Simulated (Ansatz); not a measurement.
**Ga: the order of phases at one pressure**

Which of bcc, hcp, diamond, sc, beta tin has the lowest enthalpy for Ga at one common pressure? Methods of the runs shown: PAW.

Computed with Ansatz 0.2.0 (DFT, PBE, PAW with Ansatz's default frozen-core files, scalar-relativistic, unless a step's input says otherwise).

## (1) The starting structure

It takes space group Im-3m (No. 229, cubic). The conventional cell has a = 3.362 Å, b = 3.362 Å, c = 3.362 Å, α = 90.00°, β = 90.00°, γ = 90.00°. Ga (site symmetry m-3m) has 8 Ga at 2.91 Å as nearest neighbours.

Structure file:

```cif
data_structure
_symmetry_space_group_name_H-M 'Im-3m'
_symmetry_Int_Tables_number 229
_cell_length_a 3.3620
_cell_length_b 3.3620
_cell_length_c 3.3620
_cell_angle_alpha 90.000
_cell_angle_beta 90.000
_cell_angle_gamma 90.000
_cell_volume 38.00
loop_
_atom_site_label
_atom_site_type_symbol
_atom_site_symmetry_multiplicity
_atom_site_Wyckoff_symbol
_atom_site_fract_x
_atom_site_fract_y
_atom_site_fract_z
_atom_site_occupancy
Ga1 Ga 2 a 0.00000 0.00000 0.00000 1
```

The file gives the conventional cell by its symmetry; the runs use the cell typed in the input.

## (2) Cell relaxed at zero pressure, PAW

input.yaml

```yaml
crystal:
  lattice:
    - [-1.6809877034, 1.6809877034, 1.6809877034]
    - [1.6809877034, -1.6809877034, 1.6809877034]
    - [1.6809877034, 1.6809877034, -1.6809877034]
  atoms:
    - { symbol: Ga, position: [0.0, 0.0, 0.0] }
kpoints:
  mp_grid: { grid: [21, 21, 21] }
scf:
  occupations: { method: fermi_dirac, width: 0.05 }
hamiltonian:
  xc: pbe
  pseudopotentials: { kind: paw }
output:
  forces: true
  stress: true
  write_density: true
  write_potential: true
  elf: true
  volumetric_format: npy
relax:
  f_tol: 0.005
  max_steps: 40
  cell: {}
```

Command:

```
> ansatz run input.yaml --threads 2 --pin off --max-ram 5120MiB --backend cpu --events-out ev --progress --plain --runs-dir out
```

After this run come: Volume scaled by 0.421, to set the pressure, PAW; Bcc relaxed under pressure, PAW; Hcp relaxed under pressure, PAW; Diamond relaxed under pressure, PAW; Sc relaxed under pressure, PAW; Beta tin relaxed under pressure, PAW.

Before running it: what results should come out? Wanted: pressure; lowest.

The runs gave:

| quantity | value |
| --- | --- |
| pressure | 330 GPa |
| lowest (PAW) | hcp, 147.6 meV/atom under bcc |

In words: By PAW the order is hcp < bcc < beta tin < sc < diamond. Only these structures were tried, with electrons smeared by 0.05 eV and without vibrations, so the true ground state may be another. The k meshes differ between phases and weren't tested, which can move differences by some meV.
